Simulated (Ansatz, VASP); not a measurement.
## One calculation of AlNi, two programs

The input INCAR:

```
SYSTEM = AlNi
PREC = Accurate
ENCUT = 520
EDIFF = 1E-7
ISMEAR = -1
SIGMA = 0.05
LREAL = .FALSE.
LASPH = .TRUE.
NELM = 120
ALGO = Normal
ISIF = 2
LWAVE = .FALSE.
LCHARG = .TRUE.
ISPIN = 2
MAGMOM = 1 0
LORBIT = 11
LMAXMIX = 4
GGA = PE
LELF = .TRUE.
LVHAR = .TRUE.
NBANDS = 18
```

Contents of KPOINTS:

```
Automatic mesh
0
G
  9 9 9
  0 0 0
```

POSCAR

```
AlNi
1.0
    2.8810000000      0.0000000000      0.0000000000
    0.0000000000      2.8810000000      0.0000000000
    0.0000000000      0.0000000000      2.8810000000
Ni Al
1 1
Direct
    0.4989740000      0.4745230000      0.4981530000
    0.0060500000      0.0109750000     -0.0022860000
```

Contents of input.yaml:

```yaml
crystal:
  lattice:
    - [2.881, 0.0, 0.0]
    - [0.0, 2.881, 0.0]
    - [0.0, 0.0, 2.881]
  atoms:
    - { symbol: Ni, position: [0.498974, 0.474523, 0.498153], spin: 1.0 }
    - { symbol: Al, position: [0.00605, 0.010975, -0.002286] }
hamiltonian:
  xc: pbe
  pseudopotentials: { kind: paw }
magnetization:
  spin_polarized: true
kpoints:
  mp_grid: { grid: [9, 9, 9] }
scf:
  occupations: { method: fermi_dirac, width: 0.05 }
output:
  forces: true
  stress: true
  eigenvalues: true
```

Change from the starting cell: atoms moved at random, drawn with an rms of 0.05 Å.

Alike in both runs: task single point; functional PBE; k mesh 9 × 9 × 9; occupations fermi-dirac, width 0.05 eV; collinear spin, ferromagnetic start.

|  | VASP | Ansatz |
| --- | --- | --- |
| version | VASP 6.6.1 | Ansatz 0.2.0 |
| potentials or method | VASP PAW PBE potentials, release 64 (Ni, Al) | Ansatz PAW |
| plane-wave cutoff (eV) | 520 | 420 |
| valence electrons in the cell | 13 | 21 |

|  | VASP | Ansatz | Ansatz less VASP |
| --- | --- | --- | --- |
| gap on the k mesh at the Fermi level (eV) | none | none | - |
| pressure (GPa) | 2.7 | 2.7 | 0.00 |
| largest component of the traceless stress (GPa) | 0.40 | 0.40 | -0.004 |
| rms of the force components (eV/Å) | 0.369 | 0.368 | -0.0013 |
| net moment per atom (μB) | 0.00 | 0.00 | 0.000 |

Atom by atom the forces differ by 0.001 eV/Å (rms over components). A gap of «none» marks a metal or a gap that the smearing closes. The two sets of potentials don't hold the same shells in valence.

Caveats: the starting moments weren't kept (Ansatz).
